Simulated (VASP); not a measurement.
Here is a VASP 6.6.1 calculation.

The input run.py:

```python
from ase.calculators.vasp import Vasp
from ase.dft.bandgap import bandgap
from ase.io import read

atoms = read('Pd.cif', primitive_cell=True, subtrans_included=False)
calc = Vasp(
    directory='calc',
    xc='pbe',
    pp='PBE',
    setups={'base': 'minimal', 'Pd': '_GW'},
    prec='Accurate',
    encut=550,
    ediff=1e-06,
    ismear=0,
    sigma=0.1,
    lreal=False,
    lasph=True,
    nelm=100,
    algo='Normal',
    isif=2,
    lwave=False,
    lcharg=False,
    kpts=[12, 12, 12],
    gamma=True,
)
atoms.calc = calc

print('energy (eV):', atoms.get_potential_energy())
print('free energy (eV):', atoms.get_potential_energy(force_consistent=True))
print('forces (eV/A):')
print(atoms.get_forces())
print('stress (eV/A^3, Voigt):', atoms.get_stress())
print('Fermi level (eV):', calc.get_fermi_level())
gap, top, bottom = bandgap(calc)
print('band gap (eV):', gap, 'from (spin, k, band)', top, 'to', bottom)
```

File Pd.cif:

```cif
data_Pd
_cell_length_a 3.89300000
_cell_length_b 3.89300000
_cell_length_c 3.89300000
_cell_angle_alpha 90.00000000
_cell_angle_beta 90.00000000
_cell_angle_gamma 90.00000000
_space_group_name_H-M_alt 'Fm-3m'
_space_group_name_Hall '-F 4 2 3'
_space_group_IT_number 225
loop_
_space_group_symop_operation_xyz
'x,y,z'
'-x,-y,-z'
'-y,x,z'
'y,-x,-z'
'-x,-y,z'
'x,y,-z'
'y,-x,z'
'-y,x,-z'
'x,-y,-z'
'-x,y,z'
'-y,-x,-z'
'y,x,z'
'-x,y,-z'
'x,-y,z'
'y,x,-z'
'-y,-x,z'
'z,x,y'
'-z,-x,-y'
'z,-y,x'
'-z,y,-x'
'z,-x,-y'
'-z,x,y'
'z,y,-x'
'-z,-y,x'
'-z,x,-y'
'z,-x,y'
'-z,-y,-x'
'z,y,x'
'-z,-x,y'
'z,x,-y'
'-z,y,x'
'z,-y,-x'
'y,z,x'
'-y,-z,-x'
'x,z,-y'
'-x,-z,y'
'-y,z,-x'
'y,-z,x'
'-x,z,y'
'x,-z,-y'
'-y,-z,x'
'y,z,-x'
'-x,-z,-y'
'x,z,y'
'y,-z,-x'
'-y,z,x'
'x,-z,y'
'-x,z,-y'
'x,y+1/2,z+1/2'
'-x,-y+1/2,-z+1/2'
'-y,x+1/2,z+1/2'
'y,-x+1/2,-z+1/2'
'-x,-y+1/2,z+1/2'
'x,y+1/2,-z+1/2'
'y,-x+1/2,z+1/2'
'-y,x+1/2,-z+1/2'
'x,-y+1/2,-z+1/2'
'-x,y+1/2,z+1/2'
'-y,-x+1/2,-z+1/2'
'y,x+1/2,z+1/2'
[... 40 lines left out ...]
'-x+1/2,-y,z+1/2'
'x+1/2,y,-z+1/2'
'y+1/2,-x,z+1/2'
'-y+1/2,x,-z+1/2'
'x+1/2,-y,-z+1/2'
'-x+1/2,y,z+1/2'
'-y+1/2,-x,-z+1/2'
'y+1/2,x,z+1/2'
'-x+1/2,y,-z+1/2'
'x+1/2,-y,z+1/2'
'y+1/2,x,-z+1/2'
'-y+1/2,-x,z+1/2'
'z+1/2,x,y+1/2'
'-z+1/2,-x,-y+1/2'
'z+1/2,-y,x+1/2'
'-z+1/2,y,-x+1/2'
'z+1/2,-x,-y+1/2'
'-z+1/2,x,y+1/2'
'z+1/2,y,-x+1/2'
'-z+1/2,-y,x+1/2'
'-z+1/2,x,-y+1/2'
'z+1/2,-x,y+1/2'
'-z+1/2,-y,-x+1/2'
'z+1/2,y,x+1/2'
'-z+1/2,-x,y+1/2'
'z+1/2,x,-y+1/2'
'-z+1/2,y,x+1/2'
'z+1/2,-y,-x+1/2'
'y+1/2,z,x+1/2'
'-y+1/2,-z,-x+1/2'
'x+1/2,z,-y+1/2'
'-x+1/2,-z,y+1/2'
'-y+1/2,z,-x+1/2'
'y+1/2,-z,x+1/2'
'-x+1/2,z,y+1/2'
'x+1/2,-z,-y+1/2'
'-y+1/2,-z,x+1/2'
'y+1/2,z,-x+1/2'
'-x+1/2,-z,-y+1/2'
'x+1/2,z,y+1/2'
'y+1/2,-z,-x+1/2'
'-y+1/2,z,x+1/2'
'x+1/2,-z,y+1/2'
'-x+1/2,z,-y+1/2'
'x+1/2,y+1/2,z'
'-x+1/2,-y+1/2,-z'
'-y+1/2,x+1/2,z'
'y+1/2,-x+1/2,-z'
'-x+1/2,-y+1/2,z'
'x+1/2,y+1/2,-z'
'y+1/2,-x+1/2,z'
'-y+1/2,x+1/2,-z'
'x+1/2,-y+1/2,-z'
'-x+1/2,y+1/2,z'
'-y+1/2,-x+1/2,-z'
'y+1/2,x+1/2,z'
'-x+1/2,y+1/2,-z'
'x+1/2,-y+1/2,z'
'y+1/2,x+1/2,-z'
'-y+1/2,-x+1/2,z'
'z+1/2,x+1/2,y'
'-z+1/2,-x+1/2,-y'
'z+1/2,-y+1/2,x'
'-z+1/2,y+1/2,-x'
'z+1/2,-x+1/2,-y'
'-z+1/2,x+1/2,y'
'z+1/2,y+1/2,-x'
'-z+1/2,-y+1/2,x'
'-z+1/2,x+1/2,-y'
'z+1/2,-x+1/2,y'
'-z+1/2,-y+1/2,-x'
'z+1/2,y+1/2,x'
'-z+1/2,-x+1/2,y'
'z+1/2,x+1/2,-y'
'-z+1/2,y+1/2,x'
'z+1/2,-y+1/2,-x'
'y+1/2,z+1/2,x'
'-y+1/2,-z+1/2,-x'
'x+1/2,z+1/2,-y'
'-x+1/2,-z+1/2,y'
'-y+1/2,z+1/2,-x'
'y+1/2,-z+1/2,x'
'-x+1/2,z+1/2,y'
'x+1/2,-z+1/2,-y'
'-y+1/2,-z+1/2,x'
'y+1/2,z+1/2,-x'
'-x+1/2,-z+1/2,-y'
'x+1/2,z+1/2,y'
'y+1/2,-z+1/2,-x'
'-y+1/2,z+1/2,x'
'x+1/2,-z+1/2,y'
'-x+1/2,z+1/2,-y'
loop_
_atom_site_label
_atom_site_type_symbol
_atom_site_symmetry_multiplicity
_atom_site_Wyckoff_symbol
_atom_site_fract_x
_atom_site_fract_y
_atom_site_fract_z
_atom_site_occupancy
Pd1 Pd 4 a 0.0000000000 0.0000000000 0.0000000000 1
```

Potentials or basis: VASP PAW PBE potentials, release 64 (Pd_GW).

Run with:

```console
$ python run.py
```

(1) Estimate the band gap on the k mesh.

(2) What does it give for the pressure?

Answers

(1) none (metal or under the smearing width).

(2) 5.7 GPa.
